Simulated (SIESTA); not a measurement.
The system is Sb.

```
Sb
1.0
    -1.57654    1.57654    2.71194
     1.57654   -1.57654    2.71194
     1.57654    1.57654   -2.71194
Sb
1
Direct
  0.00000 0.00000 0.00000
```

This isn't the form of Sb at room conditions, which is rhombohedral.

```yaml
Program: SIESTA 5.4.2
Task: single point
Functional: PBEsol
Potentials_or_basis: PseudoDojo 0.4 standard (PBEsol files)
Basis: DZP (energy shift 0.003 Ry; two zetas on semicore shells)
Grid_cutoff: 500 Ry
Energy_shift: 0.003 Ry
k_mesh: 12 × 12 × 12
Occupations: fermi-dirac, width 0.05 eV
Spin: no spin polarisation
```

On this cell: pressure 0.7 GPa; band gap on the k mesh none (metal or under the smearing width).

The same run follows on a disturbed copy (cell strained at random at fixed volume):

```
Sb
1.0
    -1.57758    1.58021    2.71183
     1.56699   -1.54428    2.68478
     1.60429    1.57099   -2.69094
Sb
1
Direct
  0.01775 0.00466 0.01701
```

**Question.** What changes?

**Answer.** The energy (extrapolated to zero smearing) moves by +0.3 meV/atom; pressure 0.6 GPa; band gap on the k mesh none (metal or under the smearing width).

Stress tensor (GPa, compression positive):
```
 0.54  0.18  0.00
 0.18  1.39  0.09
 0.00  0.09 -0.03
```

Caveats: the basis of atomic orbitals isn't converged, which shifts pressures, moduli and gaps.
